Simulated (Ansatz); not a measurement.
Carriers in AlAs (F-43m)

```
CELL_PARAMETERS angstrom
0.00000 2.81457 2.81457
2.81457 0.00000 2.81457
2.81457 2.81457 0.00000
ATOMIC_POSITIONS crystal
Al 0.00000 0.00000 0.00000
As 0.75000 0.75000 0.75000
```

The conventional cell has a = 5.629 Å, b = 5.629 Å, c = 5.629 Å, α = 90.00°, β = 90.00°, γ = 90.00°. Al (atom 1) is surrounded by 4 As at 2.44 Å. As (atom 2) has 4 Al at 2.44 Å as nearest neighbours.

Level of theory, where no other is named: LDA, all-electron LAPW in Ansatz 0.2.0, scalar-relativistic. k mesh 8×8×8, fixed occupations, basis error target 1 meV/atom. The cell was relaxed by PAW under this functional.

Extrema are searched on a 12×12×12 mesh and refined by Newton steps; masses come from band slopes 0.005 Å⁻¹ away, 1/m* = (1/ħ²) d²E/dk², negative for holes (the finite step makes the lightest masses up to about 3 % heavy). k is in units of the reciprocal vectors.

(1) Where are the band edges, and is the gap direct?

(2) What are the electron masses at the edge?

(3) Several bands lie at or near the hole edge, or its surface isn't an ellipsoid. What are the masses by direction?

(4) Along the Cartesian direction 111 the conduction slope is 0.1246 eV·Å one step out. What is it four steps out, and what does that say?

(5) What electronic dielectric constant and refractive index follow from the same bands (independent particles)?

(6) What gap does PAW give in the same cell?

Results:

(1) The valence maximum lies at Gamma (0.000, 0.000, 0.000) and the conduction minimum at X (0.000, -0.500, -0.500), so the Kohn-Sham gap of 1.322 eV is indirect; the least direct gap on the mesh is 1.977 eV. A further conduction extremum at Gamma (0.000, 0.000, 0.000) lies 0.655 eV from the edge (1 equivalent point). A further conduction extremum at L (0.000, 0.000, -0.500) lies 0.756 eV from the edge (4 equivalent points).

(2) The principal masses are 0.232, 0.232, 0.826 mₑ. One valley has a density-of-states mass (m₁m₂m₃)^(1/3) = 0.355; 3 valleys give N^(2/3) times that, 0.738; the direction-averaged conductivity mass 3/Σ(1/mᵢ) is 0.306 mₑ.

(3) 

```
direction  branch from the edge  its level at the point (eV from the edge)    m*/mₑ
      100                     1                                      0.000   -0.473
      100                     2                                      0.000   -0.473
      100                     3                                      0.000   -0.115
      110                     1                                      0.000    -5.28
      110                     2                                      0.000   -0.473
      110                     3                                      0.000   -0.094
      111                     1                                      0.000     -1.2
      111                     2                                      0.000     -1.2
      111                     3                                      0.000  -0.0887
     11-2                     1                                      0.000    -1.34
     11-2                     2                                      0.000    -0.68
     11-2                     3                                      0.000  -0.0933
```

(4) 0.4945 eV·Å, 3.968 times the first; a parabola would give 4, so the band is nearly parabolic here.

(5) ε∞ = (10.26, 10.26, 10.26), so n ≈ √ε∞ = 3.20 (mean over directions) well under the gap and the normal reflectivity is ((n − 1)/(n + 1))² = 0.275. With the conductivity mass, a hydrogenic donor screened by ε∞ alone would bind by 13.6 eV × m*/ε∞² = 39 meV; static screening by the ions makes it shallower. Local fields, left out here, lower ε∞ by several per cent.

(6) 1.323 eV, 1 meV from the LAPW value.

Caveats: no spin-orbit coupling on heavy atoms; semilocal gaps are low, and what follows the gap (onsets, screening, light masses) shifts with it; without spin-orbit coupling, bands that meet at the valence top are not the light and heavy holes of experiment; the frozen-core PAW files of the compared runs were fitted under PBE, their cores solved anew for this functional.
